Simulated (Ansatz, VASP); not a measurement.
**Li in VASP and in Ansatz**

```xyz
3
Lattice="4.9277 -0.0141 0.0524 -2.4761 4.3460 -0.0110 0.0306 0.0102 2.8546" Properties=species:S:1:pos:R:3 pbc="T T T"
Li    2.4756    4.3115    2.8610
Li    2.4417    1.4443    1.4034
Li    0.0170    2.8342    1.4266
```

This isn't the form of Li at room conditions, which is bcc.

Alike in both runs: task single point; functional PBEsol; dispersion D3(BJ); k mesh 5 × 5 × 7; no spin polarisation.

|  | VASP | Ansatz |
| --- | --- | --- |
| version | VASP 6.6.1 | Ansatz 0.2.0 |
| potentials or method | VASP PAW PBE potentials, release 64 (Li_sv) | plane waves, PAW |
| plane-wave cutoff (eV) | 520 | 540 |
| occupations | methfessel-paxton of order 1, width 0.1 eV | cold |
| valence electrons in the cell | 9 | 9 |

VASP gave:

| Quantity | Value |
| --- | --- |
| rms of the force components (eV/Å) | 0.041 |
| dispersion energy (meV/atom) | -148.3 |

Problem. Estimate Ansatz's values.

Solution. rms of the force components (eV/Å): 0.041; dispersion energy (meV/atom): -148.4.

Atom by atom the forces differ by 0.000 eV/Å (rms over components). Ansatz warned: «stress_scf_threshold_loose».

Caveats: the PAW data sets were made with another functional, which shifts forces and pressure a little (VASP).
